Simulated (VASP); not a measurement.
Te2Mo, 6 atoms in the cell. Symmetry: P6_3/mmc, No. 194, hexagonal system. The conventional cell has a = 3.518 Å, b = 3.518 Å, c = 13.974 Å, α = 90.00°, β = 90.00°, γ = 120.00°. Te (site symmetry 3m) is surrounded by 3 Mo at 2.72 Å. Around Mo (site symmetry -6m2) lie 6 Te at 2.72 Å. 

* Program: VASP 6.6.1
* Task: relaxation of cell and atoms
* Functional: r2SCAN
* Potentials or basis: VASP PAW PBE potentials, release 64 (Te, Mo_sv)
* Cutoff: 600 eV
* k mesh: 7 × 7 × 2
* Occupations: gaussian, width 0.02 eV
* Spin: no spin polarisation
* Further INCAR settings: ALGO = Normal; EDIFF = 1e-07; IBRION = 2; EDIFFG = -0.004; NSW = 80; ISIF = 3

Potentials or basis: VASP PAW PBE potentials, release 64 (Te, Mo_sv).

The run is started by

```console
$ cat potpaw_PBE.64/Te/POTCAR potpaw_PBE.64/Mo_sv/POTCAR > POTCAR
$ mpirun -np 1 vasp_std > vasp.out
```

Hardware: 1 thread of Intel(R) Xeon(R) 6975P-C (Granite Rapids) (shared host).

Task: How long does it take, and how much memory?

Result: It took 44 min on 1 thread of Intel(R) Xeon(R) 6975P-C (Granite Rapids), on a shared host, peak memory 0.37 GiB. Counts: scf iterations 242, k points 16, ion steps 18.
